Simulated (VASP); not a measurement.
```
CoPt
1.0
    2.69000     0.00000     0.00000
    0.00000     2.69000     0.00000
    0.00000     0.00000     3.70000
Co Pt
1 1
Direct
  0.00000   0.00000   0.00000
  0.50000   0.50000   0.50000
```
Starting moments (μB, in the order of the record's atoms Co Pt): 2.0 0.0.

All values below come from LDA (Ceperley-Alder, Perdew-Zunger), VASP's LDA PAW potentials (set 64) (plane waves; VASP). Numerical set-up: 520 eV cut-off, 12×12×9 Γ-centred mesh, first-order Methfessel-Paxton smearing of 0.10 eV, potentials Co Pt.

Energy and stress use the plane-wave basis of the starting cell.

Problem. The ions, cell shape and volume are relaxed. What does this cell relax into?

Solution. 
```
CoPt
1.0
    2.63754     0.00000     0.00000
    0.00000     2.63754     0.00000
    0.00000     0.00000     3.61948
Co Pt
1 1
Cartesian
  0.00000   0.00000   0.00000
  1.31877   1.31877   1.80974
```
Space group P4/mmm (123), at a tolerance of 0.03 Å. The cell ends with 2.05 μB, on the sites 1.68 0.36 μB.

Problem. How do energy and volume change from the first to the last step?

Solution. The energy (σ→0) changes by -37.2 meV/atom and the volume by -6.0 %, in 9 ionic steps.

The compound is CoPt in the L1_0 structure. This run relaxes it. Symmetry was kept, so distortions that lower it aren't found.
